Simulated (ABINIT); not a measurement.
KTaO3:

```
Ta K O
1.0
     3.98830    0.00000    0.00000
     0.00000    3.98830    0.00000
     0.00000    0.00000    3.98830
Ta K O
1 1 3
Cartesian
  0.0000 0.0000 0.0000
  1.9942 1.9942 1.9942
  0.0000 0.0000 1.9942
  0.0000 1.9942 0.0000
  1.9942 0.0000 0.0000
```

* Program: ABINIT 10.8.3 (patched build)
* Task: relaxation of cell and atoms
* Functional: PBE
* Potentials or basis: PseudoDojo NC SR PBE v0.4.1 standard
* Cutoff: 1143 eV
* k mesh: 5 × 5 × 5
* Occupations: fermi-dirac, width 0.05 eV
* Spin: no spin polarisation

At the start: pressure 4.4 GPa; volume 12.69 Å³/atom.

**Question.** How do energy, volume and symmetry change on relaxing?

**Answer.** Over 4 steps the energy falls by 3.8 meV/atom and the volume is 12.97 Å³/atom (+2.3 %); space group Pm-3m (No. 221, to 0.05 Å).

The path:
```tsv
step	energy change (eV)	largest force (eV/Å)	pressure (GPa)	volume (Å³)
1	0.0000	0.0000	4.40	63.44
2	-0.0162	0.0000	1.70	64.30
3	-0.0192	0.0000	0.05	64.85
4	-0.0192	0.0000	0.00	64.87
```

Final structure:
```
Ta K O
1.0
     4.01801    0.00000    0.00000
     0.00000    4.01801    0.00000
     0.00000    0.00000    4.01801
Ta K O
1 1 3
Cartesian
  0.0000 0.0000 0.0000
  2.0090 2.0090 2.0090
  0.0000 0.0000 2.0090
  0.0000 2.0090 0.0000
  2.0090 0.0000 0.0000
```
